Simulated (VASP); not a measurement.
## VASP 6.6.1 run: Si

INCAR

```
IBRION = -1
SIGMA = 0.02
NELM = 120
NELMDL = -8
NBANDS = 11
METAGGA = R2SCAN
ISMEAR = -1
LCHARG = .FALSE.
NSW = 0
ALGO = Normal
LREAL = .FALSE.
ISIF = 2
ENCUT = 520
PREC = Low
EDIFF = 1E-7
LWAVE = .FALSE.
LASPH = .TRUE.
```

KPOINTS

```
KPOINTS created by Atomic Simulation Environment
0
Gamma
8 8 8
0 0 0
```

POSCAR

```
Si
 1.0000000000000000
     0.0000000000000000    2.5835638433999999    2.8231982915999998
     2.5835638433999999    0.0000000000000000    2.8231982915999998
     2.5835638433999999    2.5835638433999999    0.0000000000000000
 Si
   2
Cartesian
  1.2917819216999999  1.2917819216999999  1.4115991457999999
  0.0000000000000000  0.0000000000000000  0.0000000000000000
```

The recommended PBE PAW datasets give the neutral cell 8 valence electrons.

Command

```
mpirun -np 1 vasp_std
```

OSZICAR

```
N       E                     dE             d eps       ncg     rms          rms(c)
DAV:   1    -0.586586274924E+00   -0.58659E+00   -0.33683E+03  1298   0.588E+02
DAV:   2    -0.179965020023E+02   -0.17410E+02   -0.16478E+02  1702   0.873E+01
DAV:   3    -0.185841010685E+02   -0.58760E+00   -0.58529E+00  1666   0.131E+01
DAV:   4    -0.185882119496E+02   -0.41109E-02   -0.41105E-02  1589   0.139E+00
DAV:   5    -0.185882448694E+02   -0.32920E-04   -0.32919E-04  1647   0.115E-01
DAV:   6    -0.185882452427E+02   -0.37327E-06   -0.37376E-06  1665   0.125E-02
DAV:   7    -0.185882452466E+02   -0.38954E-08   -0.37468E-08  1627   0.110E-03
DAV:   8    -0.185882452468E+02   -0.21674E-09   -0.50663E-10  1468   0.132E-04    0.645E+00
DAV:   9    -0.174319056847E+02    0.11563E+01   -0.15075E-01  1495   0.228E+00    0.448E+00
DAV:  10    -0.174222652852E+02    0.96404E-02   -0.17356E-01  1403   0.204E+00    0.339E-01
DAV:  11    -0.174209837122E+02    0.12816E-02   -0.68582E-03  1470   0.465E-01    0.443E-01
DAV:  12    -0.174211692404E+02   -0.18553E-03   -0.31104E-04  1580   0.144E-01    0.159E-02
DAV:  13    -0.174211758744E+02   -0.66340E-05   -0.50185E-06  1497   0.147E-02    0.605E-03
DAV:  14    -0.174211807230E+02   -0.48486E-05   -0.16601E-06  1530   0.904E-03    0.109E-03
DAV:  15    -0.174211800305E+02    0.69240E-06   -0.40938E-08  1017   0.144E-03    0.734E-04
DAV:  16    -0.174211798257E+02    0.20489E-06   -0.44731E-09   856   0.480E-04    0.384E-04
DAV:  17    -0.174211797396E+02    0.86050E-07   -0.69477E-10   814   0.202E-04
   1 F= -.17421180E+02 E0= -.17421167E+02  d E =-.259871E-04
```

From OUTCAR

```
k-points           NKPTS =     59   k-points in BZ     NKDIM =     59   number of bands    NBANDS=     11

   NELECT =       8.0000    total number of electrons

   dimension x,y,z NGX =    24 NGY =   24 NGZ =   20
   dimension x,y,z NGXF=    24 NGYF=   24 NGZF=   20

  energy-cutoff  :      520.00
  volume of cell :       37.69
      direct lattice vectors                 reciprocal lattice vectors
     0.000000000  2.583563843  2.823198292    -0.193531118  0.193531118  0.177104103
     2.583563843  0.000000000  2.823198292     0.193531118 -0.193531118  0.177104103
     2.583563843  2.583563843  0.000000000     0.193531118  0.193531118 -0.177104103

 k-points in reciprocal lattice and weights: KPOINTS created by Atomic Simulation Env
   0.00000000  0.00000000  0.00000000       0.002
   0.12500000 -0.00000000  0.00000000       0.016
   0.25000000 -0.00000000  0.00000000       0.016
   0.37500000 -0.00000000  0.00000000       0.016
   0.50000000 -0.00000000  0.00000000       0.008
   0.12500000  0.12500000  0.00000000       0.004
   0.25000000  0.12500000  0.00000000       0.016
   0.37500000  0.12500000  0.00000000       0.016
   ...

 E-fermi :   6.7355

 k-point     1 :       0.0000    0.0000    0.0000
  band No.  band energies     occupation
      1      -6.5823      2.00000
      2       5.8856      2.00000
      3       6.6503      1.97216
      4       6.6532      1.96797
      5       9.0973      0.00000
      6       9.0978      0.00000
      7       9.4296      0.00000
      8      10.9584      0.00000
      9      13.6689      0.00000
     10      15.3955      0.00000
     11      15.4560      0.00000

 k-point     2 :       0.1250   -0.0000    0.0000
  band No.  band energies     occupation
      1      -6.3552      2.00000
      2       4.6711      2.00000
      3       5.8295      2.00000
      4       6.3706      2.00000
      5       9.1575      0.00000
      6       9.5923      0.00000
      7       9.9162      0.00000
      8      12.0816      0.00000
      9      13.4577      0.00000
     10      14.7704      0.00000
     11      16.2057      0.00000

 k-point     3 :       0.2500   -0.0000    0.0000
  band No.  band energies     occupation
      1      -5.6914      2.00000
      2       2.1943      2.00000
      3       5.1656      2.00000
      4       5.9402      2.00000
      5       8.6938      0.00000
      6      10.2767      0.00000
      7      10.3403      0.00000
      8      13.6138      0.00000
      9      14.3030      0.00000
     10      14.6491      0.00000
     11      16.5422      0.00000

 k-point     4 :       0.3750   -0.0000    0.0000
  band No.  band energies     occupation
      1      -4.6872      2.00000
      2      -0.0305      2.00000
      3       4.7199      2.00000
      4       5.6616      2.00000
      5       8.2490      0.00000
      6      10.1257      0.00000
      7      10.4410      0.00000
      8      15.1274      0.00000
      9      15.4157      0.00000
     10      15.6489      0.00000
     11      17.7387      0.00000

 k-point     5 :       0.5000   -0.0000    0.0000
  band No.  band energies     occupation
      1      -3.9532      2.00000
      2      -1.1838      2.00000
      3       4.5653      2.00000
      4       5.5714      2.00000
      5       8.0823      0.00000
      6      10.0228      0.00000
      7      10.3396      0.00000
      8      14.9236      0.00000
      9      17.2501      0.00000
     10      18.0917      0.00000
     11      18.3371      0.00000

 ...

  Total        2.5066389      2.5066389     -0.0890486      0.0000000      0.0000000     -0.0000000
  in kB      106.5596016    106.5596016     -3.7855419      0.0000000      0.0000000     -0.0000000
  external PRESSURE =      69.7778871 kB  Pullay stress =       0.0000000 kB

 POSITION                                       TOTAL-FORCE (eV/Angst)
 -----------------------------------------------------------------------------------
      1.29178      1.29178      1.41160        -0.000000     -0.000000     -0.000000
      0.00000      0.00000      0.00000         0.000000      0.000000      0.000000
 -----------------------------------------------------------------------------------
    total drift:                                0.000000      0.000000     -0.000000

  FREE ENERGIE OF THE ION-ELECTRON SYSTEM (eV)
  ---------------------------------------------------
  free  energy   TOTEN  =       -17.4211797396 eV

  energy  without entropy=      -17.4211537525  energy(sigma->0) =      -17.42116675
```

It converged. Results: gap between bands v and c on the k mesh 0.18 eV; least direct gap on the k mesh 2.44 eV; pressure 7.0 GPa. Band v is the last that the valence electrons fill when counted band by band, and c is the next.

For comparison, a separate r²SCAN run of the intended cell, on usual settings and not on those above, gives a gap of 0.18 eV on its mesh and a pressure of 7.0 GPa.

The run above took about 30 s on one core of a shared host (Intel Xeon Platinum 8488C) and held 0.12 GiB at most.
